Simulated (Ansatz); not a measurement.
**As: single point with HSE06 form with a typed share of exact exchange**

As:

```
As
1.0
     2.70368    0.00000    0.00000
     0.00000    2.70368    0.00000
     0.00000    0.00000    5.40736
As
2
Direct
  0.41749 0.48464 0.24297
  0.58251 0.51536 0.75703
```

This isn't the form of As at room conditions, which is rhombohedral.

The cell isn't the ideal one: all atoms moved at random, sigma 0.1 Å a component.

```
Program                 : Ansatz 0.2.0
Task                    : single point
Functional              : HSE06 form with a typed share of exact exchange
Potentials or basis     : Ansatz PAW
Cutoff                  : 420 eV (not typed: the program's choice for these potentials)
k mesh                  : 5 × 5 × 3
Occupations             : fermi-dirac, width 0.05 eV
Spin                    : no spin polarisation
Screening (1/Å)         : 0.6
Share of exact exchange : 0.25
```

```yaml
Pressure: 0.3 GPa
Largest_force: 0.284 eV/Å
Band_gap_on_the_k_mesh: none (metal or under the smearing width)
```

Forces in eV/Å, atoms in the order of the input:
```
As   0.232  0.043 -0.157
As  -0.232 -0.043  0.157
```

Stress tensor (GPa, compression positive):
```
 4.67  0.19  0.62
 0.19  2.48  0.08
 0.62  0.08 -6.23
```

Levels at points of the mesh, in eV from the Fermi level:
```tsv
k point	band 13	band 14	band 15	band 16	band 17	band 18
(0.00, 0.00, 0.00)	-7.52	3.96	4.12	4.47	5.55	6.47
```

Wall time 18 s on 1 × NVIDIA H100 80GB HBM3 with 2 threads of AMD EPYC 7R13 Processor (Zen 3), with other jobs on the host, peak memory 1.6 GiB.

Caveat: the k mesh is coarse (spacing up to 0.46 Å⁻¹), so the values aren't converged, least of all with exact exchange; the PAW data sets come from PBE, with cores solved anew for the run's functional, which leaves a small shift of forces and pressure; the thresholds are loose for stress.
